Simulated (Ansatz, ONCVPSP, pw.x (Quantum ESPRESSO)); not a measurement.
What a changed setting does to a pw.x run (sc Ta)

Potential: optimised norm-conserving Vanderbilt (ONCV), ONCVPSP 4.0.1.1 (patched build), PBE; core [Kr] 4d10 4f14, reference 5s2 5p6 5d3 6s2; waves: 5s+6s: rc 1.96 bohr, ncon 4, nbas 7, qcut 6 1/bohr, 2 projectors; 5p: rc 2.74 bohr, ncon 3, nbas 7, qcut 6.1 1/bohr, 2 projectors, debl 1.6 Ha; 5d: rc 2.80 bohr, ncon 4, nbas 9, qcut 6.1 1/bohr, 2 projectors, debl 1.1 Ha; local part: polynomial inside 1.34 bohr (lpopt 4, dvloc0 0 Ha); core correction: polynomial model core, fcfact 0.25. In the p channel the program set the typed energies aside and used -1.448, 0.050 Ha.

The reference run (k-mesh 12³, cutoffs 50/200 Ry, Fermi–Dirac 0.01 Ry, mixing_beta 0.4, conv_thr 1e-9, no spin) gives -0.11 GPa at 20.376 Å³/atom, where all-electron LAPW gives 1.79 GPa. This run, with its own iteration cap, changes k-mesh points per axis to 2.

```
&control
  calculation='scf', prefix='x', pseudo_dir='./', outdir='./tmp', tstress=.true., disk_io='none'
/
&system
  ibrav=0, nat=1, ntyp=1, ecutwfc=50, ecutrho=200, nbnd=14,
  occupations='smearing', smearing='fd', degauss=0.01
/
&electrons
  conv_thr=1e-09, mixing_beta=0.4, electron_maxstep=60
/
ATOMIC_SPECIES
Ta 1.0 Ta.UPF
CELL_PARAMETERS angstrom
  2.73132247 0.00000000 0.00000000
  0.00000000 2.73132247 0.00000000
  0.00000000 0.00000000 2.73132247
ATOMIC_POSITIONS crystal
Ta 0.0000 0.0000 0.0000
K_POINTS automatic
2 2 2 0 0 0
```

```bash
pw.x < Ta.scf.in > Ta.scf.out
```

Q: How does the run end?

A: It converges in 8 iterations; the free energy moves by -2.65 eV/atom and the pressure by -24.97 GPa.

```
Message from routine setup:
     using ibrav=0 with symmetry is DISCOURAGED, use correct ibrav instead
     lattice parameter (alat)  =       5.1615  a.u.
     unit-cell volume          =     137.5041 (a.u.)^3
     number of electrons       =        13.00
     number of Kohn-Sham states=           14
     kinetic-energy cutoff     =      50.0000  Ry
     charge density cutoff     =     200.0000  Ry
     scf convergence threshold =      1.0E-09
     Exchange-correlation= PBE
     number of k points=     4  Fermi-Dirac smearing, width (Ry)=  0.0100
     iteration #  1     ecut=    50.00 Ry     beta= 0.40
     total energy              =    -129.04925705 Ry
     estimated scf accuracy    <       0.03033519 Ry
     iteration #  2     ecut=    50.00 Ry     beta= 0.40
     total energy              =    -129.04851632 Ry
     estimated scf accuracy    <       0.00950843 Ry
     iteration #  3     ecut=    50.00 Ry     beta= 0.40
     total energy              =    -129.04884365 Ry
     estimated scf accuracy    <       0.00026677 Ry
     iteration #  4     ecut=    50.00 Ry     beta= 0.40
     total energy              =    -129.04887789 Ry
     estimated scf accuracy    <       0.00000324 Ry
     iteration #  5     ecut=    50.00 Ry     beta= 0.40
     total energy              =    -129.04887829 Ry
     estimated scf accuracy    <       0.00000054 Ry
     iteration #  6     ecut=    50.00 Ry     beta= 0.40
     total energy              =    -129.04887832 Ry
     estimated scf accuracy    <       0.00000001 Ry
     iteration #  7     ecut=    50.00 Ry     beta= 0.40
     total energy              =    -129.04887832 Ry
     estimated scf accuracy    <          3.1E-09 Ry
     iteration #  8     ecut=    50.00 Ry     beta= 0.40
     the Fermi energy is    15.9957 ev
!    total energy              =    -129.04887832 Ry
     estimated scf accuracy    <          4.5E-11 Ry
     smearing contrib. (-TS)   =      -0.00478165 Ry
     The total energy is F=E-TS. E is the sum of the following terms:
     one-electron contribution =     -26.47387359 Ry
     hartree contribution      =      18.20029838 Ry
     xc contribution           =     -27.86966184 Ry
     ewald contribution        =     -92.90085962 Ry
     convergence has been achieved in   8 iterations
          total   stress  (Ry/bohr**3)                   (kbar)     P=     -250.75
     Message from routine punch:
     Nothing written, as per user request (disk_io='none')
```

The run took about 1.2 s on one core of a shared host (Neoverse-N1, 64 threads, 124 GiB, load 56).
